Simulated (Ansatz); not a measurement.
FeGe

The computed numbers are results of r²SCAN, scalar-relativistic (collinear spin) in the plane-wave PAW code Ansatz at 500 eV, Γ-centred 8×8×8 mesh, 0.05 eV Gaussian smearing; PAW files: Ansatz's generated set soft_2.

```
Fe Ge
1.0
     4.99358    0.00000    0.00000
    -2.49679    4.32457    0.00000
     0.00000    0.00000    4.11525
Fe Ge
3 3
Direct
  0.50000 0.00000 0.00000
  0.50000 0.50000 0.00000
  0.00000 0.50000 0.00000
  0.00000 0.00000 0.00000
  0.33333 0.66667 0.50000
  0.66667 0.33333 0.50000
```

The chain of runs began from a structure of the Materials Project database, expanded in volume; all values here are this work's own. Such entries can be computed or ordered models and not known phases.

Magnetic state: ferromagnetic, site spin moments Fe 2.43; Ge -0.07, -0.06 μB.

Question: Which orbitals carry the states at the Fermi level, and how many states are there?

Answer: Within 0.1 eV of it: Fe 3d 61 %, Ge 4p 30 % (shares among the projected shells). The density of states at the Fermi level is about 3.1 states/eV per cell, averaged over 0.3 eV.

Density of states (tetrahedra, averaged over 0.4 eV; states/eV per cell of 6 atoms; energy in eV from the Fermi level; projections on Löwdin-orthogonalised atomic orbitals, summed over sites):

| E | total | Fe 3d up | Fe 3d down | Ge 4p | Ge 4s | Fe 4s |
| --- | --- | --- | --- | --- | --- | --- |
| -6.45 | 0.9 | 0.2 | 0.0 | 0.4 | 0.1 | 0.1 |
| -6.05 | 1.2 | 0.2 | 0.1 | 0.6 | 0.1 | 0.1 |
| -5.65 | 3.4 | 1.3 | 0.1 | 1.6 | 0.1 | 0.3 |
| -5.25 | 3.7 | 1.6 | 0.2 | 1.5 | 0.1 | 0.2 |
| -4.85 | 3.9 | 2.0 | 0.2 | 1.3 | 0.1 | 0.2 |
| -4.45 | 4.6 | 2.3 | 0.4 | 1.5 | 0.2 | 0.2 |
| -4.05 | 6.3 | 4.3 | 0.4 | 1.4 | 0.1 | 0.1 |
| -3.65 | 5.9 | 3.7 | 0.6 | 1.4 | 0.1 | 0.1 |
| -3.25 | 7.8 | 4.3 | 1.2 | 2.0 | 0.1 | 0.1 |
| -2.85 | 5.8 | 3.3 | 1.0 | 1.2 | 0.1 | 0.1 |
| -2.45 | 9.2 | 6.0 | 1.6 | 1.2 | 0.2 | 0.1 |
| -2.05 | 6.1 | 2.0 | 2.7 | 1.2 | 0.1 | 0.1 |
| -1.65 | 4.4 | 0.6 | 2.6 | 0.9 | 0.0 | 0.0 |
| -1.25 | 2.7 | 0.4 | 1.6 | 0.6 | 0.0 | 0.0 |
| -0.85 | 3.0 | 0.8 | 1.5 | 0.5 | 0.0 | 0.0 |
| -0.45 | 3.2 | 0.8 | 1.4 | 0.7 | 0.1 | 0.0 |
| -0.05 | 3.1 | 0.6 | 1.3 | 0.9 | 0.2 | 0.1 |
| 0.35 | 3.3 | 0.4 | 1.8 | 0.9 | 0.2 | 0.0 |
| 0.75 | 3.9 | 0.3 | 2.4 | 0.9 | 0.2 | 0.0 |
| 1.15 | 6.8 | 0.2 | 5.0 | 1.1 | 0.2 | 0.1 |
| 1.55 | 4.6 | 0.2 | 3.0 | 1.0 | 0.2 | 0.0 |
| 1.95 | 3.8 | 0.1 | 2.1 | 1.2 | 0.3 | 0.1 |
| 2.35 | 2.7 | 0.1 | 0.9 | 1.2 | 0.3 | 0.1 |
| 2.75 | 2.8 | 0.1 | 0.9 | 1.3 | 0.3 | 0.1 |
| 3.15 | 2.7 | 0.1 | 0.6 | 1.4 | 0.3 | 0.1 |
| 3.55 | 2.3 | 0.1 | 0.4 | 1.2 | 0.2 | 0.1 |
| 3.95 | 2.6 | 0.1 | 0.3 | 1.6 | 0.2 | 0.2 |

The run wasn't fully tested for a lower electronic state. Site moments are of spin, integrated over atomic spheres.
